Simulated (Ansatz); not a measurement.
Runs of Ansatz 0.2.0 on Co. Symmetry: P6_3/mmc, No. 194, hexagonal system. Conventional cell: a = 2.471 Å, b = 2.471 Å, c = 8.088 Å, α = 90.00°, β = 90.00°, γ = 120.00°. Co (site symmetry -6m2) has 12 Co at 2.47 Å as nearest neighbours. Co (site symmetry -3m) is surrounded by 12 Co at 2.47 Å. 

```tsv
task	level	cell	cutoff (eV)	smearing	pressure (GPa)	moment (μB)	V0 of scaled cells (Å³/atom)	relaxed volume (Å³/atom)	B0 (GPa)
equation of state	r2SCAN	as given	500	fermi-dirac 0.05 eV	-	-	10.67	-	(c)
equation of state	PBEsol+D3(BJ)	as given	420	fermi-dirac 0.05 eV	-	-	10.14	-	243
relaxation of cell and atoms	r2SCAN+rVV10	relaxed	500	fermi-dirac 0.05 eV	0.0	7.06	-	10.57	-
equation of state	BLYP+D3(BJ)	as given	420	fermi-dirac 0.05 eV	-	-	10.62	-	216
equation of state	BPBE	as given	420	fermi-dirac 0.05 eV	-	-	10.90	-	210
relaxation of cell and atoms	r2SCAN	relaxed	500	fermi-dirac 0.05 eV	0.0	7.07	-	10.67	-
relaxation of cell and atoms	PBE	relaxed	420	fermi-dirac 0.05 eV	0.0	6.67	-	(a)	-
single point	PBE	as given	420	gaussian 0.011 eV	(b)	6.62	-	-	-
```

Alike in all rows: potentials or basis Ansatz PAW; spin collinear, ferromagnetic start; k mesh 12 × 12 × 4.

Task: Estimate the missing entries.

Result: (a) 10.92; (b) 4.7; (c) 233.

Caveats: the PAW data sets come from PBE, with cores solved anew for the run's functional, which leaves a small shift of forces and pressure (some runs); the cell was scaled at fixed shape and fractional positions, which overstates the stiffness of a crystal with free parameters, most of all of layers and chains (some runs); the magnetic or orbital state may not be the lowest (some runs); the plane-wave basis is chosen anew once the cell has moved, so the energies of steps on either side of that aren't comparable (some runs); the potentials were made for another functional, which shifts forces and pressure (some runs).

Not every run made on this cell is shown here.
